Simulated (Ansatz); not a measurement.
Crystal: WC (Qusongite).

```
W C
1.0
     2.90650    0.00000    0.00000
    -1.45325    2.51710    0.00000
     0.00000    0.00000    2.83660
W C
1 1
Direct
  0.00000 0.00000 0.00000
  0.66667 0.33333 0.50000
```

Base run:

* Program: Ansatz 0.2.0
* Functional: PBEsol
* Potentials or basis: all-electron LAPW, relativistic spinors
* Cutoff: 335 eV (chosen from the basis error)
* Basis error allowed: 0.001 eV/atom
* k mesh: 7 × 7 × 7
* Occupations: fermi-dirac, width 0.05 eV
* Spin: spin-orbit coupling, no magnetisation

Its results: pressure -3.4 GPa.

Problem. The run is repeated on the same cell with these changes: functional from PBEsol to PBE. What comes out?

Solution. Pressure 5.7 GPa.

PBE binds less tightly than PBEsol, so the same cell stands under more pressure.

Caveats: the k mesh is thin for a metal, which can move the energy by tens of meV per atom.
